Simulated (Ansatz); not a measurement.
Crystal: BaTiO3.

```
CELL_PARAMETERS angstrom
-0.09159 0.02278 -3.96240
3.88088 4.13178 0.06850
3.92317 -4.17407 0.11386
ATOMIC_POSITIONS crystal
Ba 0.99749 0.00015 0.00043
Ba 0.99982 0.49875 0.50109
Ti 0.50075 0.49906 0.99785
Ti 0.50366 0.99877 0.49738
O 0.99896 0.49878 0.99824
O 0.00194 0.99976 0.50212
O 0.49413 0.25153 0.25251
O 0.49937 0.75231 0.74826
O 0.50326 0.25086 0.74969
O 0.50062 0.75003 0.25243
```

Base run:

```yaml
Program: Ansatz 0.2.0
Functional: PBE
Potentials_or_basis: Ansatz PAW
Cutoff: "420 eV (not typed: the program's choice for these potentials)"
k_mesh: 9 × 7 × 7
Occupations: fermi-dirac, width 0.05 eV
Spin: no spin polarisation
```

Its results: band gap on the k mesh 1.61 eV; pressure 2.9 GPa; largest force 0.263 eV/Å.

Q: The run is repeated on the same cell with these changes: functional from PBE to r2SCAN; cutoff from 420 eV (not typed: the program's choice for these potentials) to 500 eV (not typed: the program's choice for these potentials); k mesh from 9 × 7 × 7 to 7 × 5 × 5. What comes out?

A: Band gap on the k mesh 1.97 eV; pressure -0.3 GPa; largest force 0.269 eV/Å.

Several settings changed at once, so the effect can't be laid on one alone.

Caveats: spin-orbit coupling is left out, which moves the levels of the heavy elements; odd divisions of the mesh miss points on the zone boundary, where band edges often lie, so the gap on the mesh can be too wide (some runs); the k mesh misses the band edges, so the gap on the mesh is wider than the one along the path (some runs); the PAW data sets come from PBE, with cores solved anew for the run's functional, which leaves a small shift of forces and pressure (some runs).
